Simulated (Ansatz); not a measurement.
The system is TiC.

```
Ti C
1.0
     0.00000    2.16572    2.16572
     2.16572    0.00000    2.16572
     2.16572    2.16572    0.00000
Ti C
1 1
Direct
  0.00000 0.00000 0.00000
  0.50000 0.50000 0.50000
```

The cell is a database's computed one.

Program: Ansatz 0.2.0. Alike in all runs: task band structure; potentials or basis Ansatz PAW; no spin polarisation; cell as given; k mesh 11 × 11 × 11; cutoff (eV) 420; smearing fermi-dirac 0.05 eV.

Order these runs on this cell by their pressure, lowest first.
A. level PBEsol+U; U Ti d U = 8 eV; hubbard projectors ortho-atomic (the default); double counting fll (the default)
B. level PBEsol+U; U Ti d U = 4 eV; hubbard projectors ortho-atomic (the default); double counting fll (the default)
C. level PBEsol
D. level PBEsol+U; U Ti d U = 3 eV; hubbard projectors ortho-atomic (the default); double counting fll (the default)
E. level PBEsol+U; U Ti d U = 2 eV; hubbard projectors ortho-atomic (the default); double counting fll (the default)

C (-6.7 GPa), E (-3.7 GPa), D (-2.0 GPa), B (-0.1 GPa), A (10.2 GPa).

Caveats: the PAW data sets come from PBE, with cores solved anew for the run's functional, which leaves a small shift of forces and pressure; U without spin polarisation on a metal has little footing (some runs); the U is typed as a test and isn't derived for this compound (some runs).
